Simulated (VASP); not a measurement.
# GaSb (F-43m) in VASP: settings compared

The runs below take GaSb through relaxation of cell and atoms, with r2SCAN, MS2, r2SCAN+D3(BJ).

Everything below comes from runs of VASP 6.6.1. Logs are shortened: lines on timing, memory, paths and dates and some standing lists are left out, and cuts for length are marked.

## 1. The structure

The structure is cubic, space group F-43m (No. 216). The conventional cell has a = 6.118 Å, b = 6.118 Å, c = 6.118 Å, α = 90.00°, β = 90.00°, γ = 90.00°. Around Sb (site symmetry -43m) lie 4 Ga at 2.65 Å. Ga (site symmetry -43m) has 4 Sb at 2.65 Å as nearest neighbours.

## 2. Relaxation of cell and atoms, r2SCAN

File INCAR:

```
SYSTEM = GaSb
PREC = Accurate ; ENCUT = 600
EDIFF = 1E-6 ; ISMEAR = 0
SIGMA = 0.05 ; LREAL = .False.
LASPH = .True. ; NELM = 80
ALGO = Normal ; ISIF = 3
LWAVE = .False. ; LCHARG = .False.
METAGGA = R2SCAN ; LMIXTAU = .True.
IBRION = 2 ; NSW = 40
EDIFFG = -0.01
```

File KPOINTS:

```
Automatic mesh
0
Gamma
  8 8 8
  0 0 0
```

File POSCAR:

```
GaSb
1.0
    0.0000000000      3.0590000000      3.0590000000
    3.0590000000      0.0000000000      3.0590000000
    3.0590000000      3.0590000000      0.0000000000
Sb Ga
1 1
Direct
    0.7500000000      0.7500000000      0.7500000000
    0.0000000000      0.0000000000      0.0000000000
```

Potentials or basis: VASP PAW PBE potentials, release 64 (Sb, Ga_d).

The run is started by

```sh
$ cat potpaw_PBE.64/Sb/POTCAR potpaw_PBE.64/Ga_d/POTCAR > POTCAR
$ mpirun -np 1 vasp_std > vasp.out
```

OUTCAR:

```text
SYSTEM = GaSb
   PREC = Accurate
   ENCUT = 600
   EDIFF = 1E-6
   ISMEAR = 0
   LREAL = .False.
   LASPH = .True.
   NELM = 80
   ISIF = 3
   METAGGA = R2SCAN
   IBRION = 2
   NSW = 40
   EDIFFG = -0.01

 ion  position               nearest neighbor table
   1  0.750  0.750  0.750-   2 2.65   2 2.65   2 2.65   2 2.65
   2  0.000  0.000  0.000-   1 2.65   1 2.65   1 2.65   1 2.65

  LATTYP: Found a face centered cubic cell.
 ALAT       =     6.1180000000

  Lattice vectors:

 A1 = (   0.0000000000,   3.0590000000,   3.0590000000)
 A2 = (   3.0590000000,   0.0000000000,   3.0590000000)
 A3 = (   3.0590000000,   3.0590000000,   0.0000000000)

Analysis of symmetry for initial positions (statically):
=====================================================================
 Subroutine PRICEL returns:
 Original cell was already a primitive cell.

 Routine SETGRP: Setting up the symmetry group for a
 face centered cubic supercell.

 Subroutine GETGRP returns: Found 24 space group operations
 (whereof 24 operations were pure point group operations)
 out of a pool of 48 trial point group operations.

The static configuration has the point symmetry T_d .

Analysis of symmetry for dynamics (positions and initial velocities):
=====================================================================
 Subroutine PRICEL returns:
 Original cell was already a primitive cell.

 Routine SETGRP: Setting up the symmetry group for a
 face centered cubic supercell.

 Subroutine GETGRP returns: Found 24 space group operations
 (whereof 24 operations were pure point group operations)
 out of a pool of 48 trial point group operations.

The dynamic configuration has the point symmetry T_d .

 Subroutine INISYM returns: Found 24 space group operations
 (whereof 24 operations are pure point group operations),
 and found     1 'primitive' translations

----------------------------------------------------------------------------------------

                                     Primitive cell

  volume of cell :      57.2491

  direct lattice vectors                    reciprocal lattice vectors
     0.000000000  3.059000000  3.059000000    -0.163452109  0.163452109  0.163452109
     3.059000000  0.000000000  3.059000000     0.163452109 -0.163452109  0.163452109
     3.059000000  3.059000000  0.000000000     0.163452109  0.163452109 -0.163452109

  length of vectors
     4.326079287  4.326079287  4.326079287     0.283107357  0.283107357  0.283107357

  position of ions in fractional coordinates (direct lattice)
     0.750000000  0.750000000  0.750000000
     0.000000000  0.000000000  0.000000000

  ion indices of the primitive-cell ions
   primitive index   ion index
                 1           1
                 2           2

----------------------------------------------------------------------------------------

 KPOINTS: Automatic mesh

Automatic generation of k-mesh.
 Grid dimensions read from file:
 generate k-points for:    8    8    8

 Generating k-lattice:

  Cartesian coordinates                     Fractional coordinates (reciprocal lattice)
    -0.020431514  0.020431514  0.020431514     0.125000000  0.000000000  0.000000000
     0.020431514 -0.020431514  0.020431514     0.000000000  0.125000000  0.000000000
     0.020431514  0.020431514 -0.020431514     0.000000000  0.000000000  0.125000000

  Length of vectors
     0.035388420  0.035388420  0.035388420

  Shift w.r.t. Gamma in fractional coordinates (k-lattice)
     0.000000000  0.000000000  0.000000000

 Subroutine IBZKPT returns following result:
 ===========================================

 Found     29 irreducible k-points:

 Following reciprocal coordinates:
            Coordinates               Weight
  0.000000  0.000000  0.000000      1.000000
  0.125000  0.000000  0.000000      8.000000
  0.250000  0.000000  0.000000      8.000000
  0.375000  0.000000  0.000000      8.000000
  0.500000  0.000000  0.000000      4.000000
  0.125000  0.125000  0.000000      6.000000
[... 16 lines left out ...]
  0.500000  0.250000  0.125000     48.000000
 -0.375000  0.250000  0.125000     24.000000
 [... further k-points ...]
   k-points           NKPTS =     29   k-points in BZ     NKDIM =     29   number of bands    NBANDS=     13
   number of dos      NEDOS =    301   number of ions     NIONS =      2
   total plane-waves  NPLWV =  46656
   dimension x,y,z NGX =    36 NGY =   36 NGZ =   36
   dimension x,y,z NGXF=    72 NGYF=   72 NGZF=   72
   ions per type =               1   1
   NGX,Y,Z   is equivalent  to a cutoff of  13.83, 13.83, 13.83 a.u.
   NGXF,Y,Z  is equivalent  to a cutoff of  27.67, 27.67, 27.67 a.u.
 SYSTEM =  GaSb
   PREC   = accura    normal or accurate (medium, high low for compatibility)
   ISTART =      0    job   : 0-new  1-cont  2-samecut
   ICHARG =      2    charge: 1-file 2-atom 10-const
   ISPIN  =      1    spin polarized calculation?
   LNONCOLLINEAR =      F non collinear calculations
   LSORBIT =      F    spin-orbit coupling
   LASPH  =      T    aspherical Exc in radial PAW
   ENCUT  =  600.0 eV  44.10 Ry    6.64 a.u.   8.64  8.64  8.64*2*pi/ulx,y,z
   NELM   =     80;   NELMIN=  2; NELMDL= -5     # of ELM steps
   EDIFF  = 0.1E-05   stopping-criterion for ELM
   LREAL  =      F    real-space projection
   EDIFFG = -.1E-01   stopping-criterion for IOM
   NSW    =     40    number of steps for IOM
   IBRION =      2    ionic relax: 0-MD 1-quasi-New 2-CG
   NFREE  =      1    steps in history (QN), initial steepest desc. (CG)
   ISIF   =      3    stress and relaxation
   ISYM   =      2    0-nonsym 1-usesym 2-fastsym
   POTIM  = 0.5000    time-step for ionic-motion
   TEBEG  =    0.0;   TEEND  =   0.0 temperature during run
   PSTRESS=    0.0 pullay stress
   NELECT =      18.0000    total number of electrons
   NUPDOWN=      -1.0000    fix difference up-down
   EMIN   =  10.00;   EMAX   =-10.00  energy-range for DOS
   EFERMI =   0.00;   METHOD = LEGACY
   ISMEAR =     0;   SIGMA  =   0.05  broadening in eV -4-tet -1-fermi 0-gaus
   EFERMI_NEDOS =   21; number of points for ismear=-14 and -15
   IALGO  =     38    algorithm
   IMIX   =      4    mixing-type and parameters
     AMIX     =   0.40;   BMIX     =  1.00
     AMIX_MAG =   1.60;   BMIX_MAG =  1.00
  volume/ion in A,a.u.               =      28.62       193.17
  Fermi-wavevector in a.u.,A,eV,Ry     =   1.113208  2.103657 16.860766  1.239231
  Thomas-Fermi vector in A             =   2.249790
   LORBIT       =      0    0 simple, 1 ext, 2 COOP (PROOUT), +10 PAW based schemes
   METAGGA = R2SCAN    functional components
   LHFCALC =     F    Hartree Fock is set to
   AEXX    =    0.0000 exact exchange contribution
   IVDW    =     0    specifies the selected vdW correction
   LEPSILON=     F    determine dielectric tensor
   LRPA    =     F    only Hartree local field effects (RPA)
 conjugate gradient relaxation of ions
 non-spin polarized calculation
 Gauss-broadening in eV      SIGMA  =   0.05
  energy-cutoff  :      600.00
  volume of cell :       57.25
 maximum number of plane-waves:      1926
   NGX = 17   NGY = 17   NGZ = 17

--------------------------------------- Ionic step        1  -------------------------------------------

 number of electron      18.0000006 magnetization

 Free energy of the ion-electron system (eV)
  ---------------------------------------------------
  ext. energy  EPLUGINS =         0.00000000
  ---------------------------------------------------
  free energy    TOTEN  =       -37.60088056 eV

  energy without entropy =      -37.60088056  energy(sigma->0) =      -37.60088056

------------------------ aborting loop because EDIFF is reached ----------------------------------------

  FORCE on cell =-STRESS in cart. coord.  units (eV):
  Direction    XX          YY          ZZ          XY          YZ          ZX
  --------------------------------------------------------------------------------------
  -------------------------------------------------------------------------------------
  Total        0.1466644      0.1466644      0.1466644      0.0000000     -0.0000000     -0.0000000
  in kB        4.1045621      4.1045621      4.1045621      0.0000000     -0.0000000     -0.0000000
  external PRESSURE =       4.1045621 kB  Pullay stress =       0.0000000 kB
[... 21 lines left out ...]
  energy  without entropy=      -37.6008805615  energy(sigma->0) =      -37.60088056

--------------------------------------- Ionic step        2  -------------------------------------------

 number of electron      18.0000002 magnetization

 E-fermi :   4.7649     XC(G=0):  -9.6720

 val. band max:        4.5771768523   @ k =   0.0000   0.0000   0.0000
 cond. band min:       4.9461185136   @ k =   0.0000   0.0000   0.0000
 fundamental gap:      0.3689416614
 Fermi energy:         4.7648831057

 k-point     1 :       0.0000    0.0000    0.0000
  band No.  band energies     occupation
      1     -10.9030      2.00000
      2     -10.9030      2.00000
      3     -10.9030      2.00000
      4     -10.8480      2.00000
      5     -10.8480      2.00000
      6      -7.2787      2.00000
      7       4.5771      2.00000
      8       4.5772      2.00000
      9       4.5772      2.00000
     10       4.9461      0.00000
     11       7.5609      0.00000
     12       7.5609      0.00000
     13       7.5609      0.00000
[... 401 lines left out ...]
  energy  without entropy=      -37.6013438257  energy(sigma->0) =      -37.60134383

--------------------------------------- Ionic step        3  -------------------------------------------

 number of electron      18.0000003 magnetization

 Free energy of the ion-electron system (eV)
  ---------------------------------------------------
  ext. energy  EPLUGINS =         0.00000000
  ---------------------------------------------------
  free energy    TOTEN  =       -37.60143661 eV

  energy without entropy =      -37.60143661  energy(sigma->0) =      -37.60143661

 E-fermi :   4.8049     XC(G=0):  -9.6858

 val. band max:        4.6078051764   @ k =   0.0000   0.0000   0.0000
 cond. band min:       4.9993514508   @ k =   0.0000   0.0000   0.0000
 fundamental gap:      0.3915462743
 Fermi energy:         4.8048930132

 k-point     1 :       0.0000    0.0000    0.0000
  band No.  band energies     occupation
      1     -10.8779      2.00000
      2     -10.8779      2.00000
      3     -10.8779      2.00000
      4     -10.8223      2.00000
      5     -10.8223      2.00000
      6      -7.2694      2.00000
      7       4.6078      2.00000
      8       4.6078      2.00000
      9       4.6078      2.00000
     10       4.9994      0.00000
     11       7.5904      0.00000
     12       7.5905      0.00000
     13       7.5905      0.00000
[... 397 lines left out ...]
  FREE ENERGIE OF THE ION-ELECTRON SYSTEM (eV)
  ---------------------------------------------------
  free  energy   TOTEN  =       -37.6014366144 eV

  energy  without entropy=      -37.6014366144  energy(sigma->0) =      -37.60143661

 reached required accuracy - stopping structural energy minimisation
```

Wall time 4.9 min (1 thread of AMD EPYC 7R13 (Zen 3), shared host); peak memory 0.21 GiB.

What came out:

```
Free energy                            : -37.6014 eV
Relaxed volume                         : 28.84 Å³/atom
Relaxed cell                           : a = 4.337 Å, b = 4.337 Å, c = 4.337 Å, α = 60.00°, β = 60.00°, γ = 60.00°
Space group after relaxing (to 0.05 Å) : F-43m (No. 216)
Energy gained by relaxing              : 0.3 meV/atom
Ionic steps                            : 3
Pressure after relaxing                : 0.0 GPa
Band gap on the k mesh                 : 0.39 eV, direct
```

Step by step:
| step | energy change (eV) | largest force (eV/Å) | pressure (GPa) | volume (Å³) |
| --- | --- | --- | --- | --- |
| 1 | 0.0000 | 0.0000 | 0.41 | 57.25 |
| 2 | -0.0005 | 0.0000 | -0.13 | 57.86 |
| 3 | -0.0006 | 0.0000 | 0.01 | 57.69 |

Final structure:
```
CELL_PARAMETERS angstrom
0.00000 3.06677 3.06677
3.06677 0.00000 3.06677
3.06677 3.06677 0.00000
ATOMIC_POSITIONS crystal
Sb 0.75000 0.75000 0.75000
Ga 0.00000 0.00000 0.00000
```

Levels at points of the mesh, in eV from the valence-band top:
```
           k point  band 6  band 7  band 8  band 9  band 10  band 11  band 12  band 13
(0.00, 0.00, 0.00)  -11.88    0.00    0.00    0.00     0.39     2.98     2.98     2.98
(0.50, 0.00, 0.00)  -10.18   -6.54   -1.20   -1.20     0.67     4.01     4.01     6.93
(0.50, 0.50, 0.00)   -9.30   -7.01   -2.67   -2.67     1.13     1.49     9.21     9.21
```

Caveat: the PAW data sets were made with another functional, which shifts forces and pressure a little; spin-orbit coupling is left out, which moves the levels of the heavy elements. A k mesh can miss the band edges.

[end of part 1 of 2]
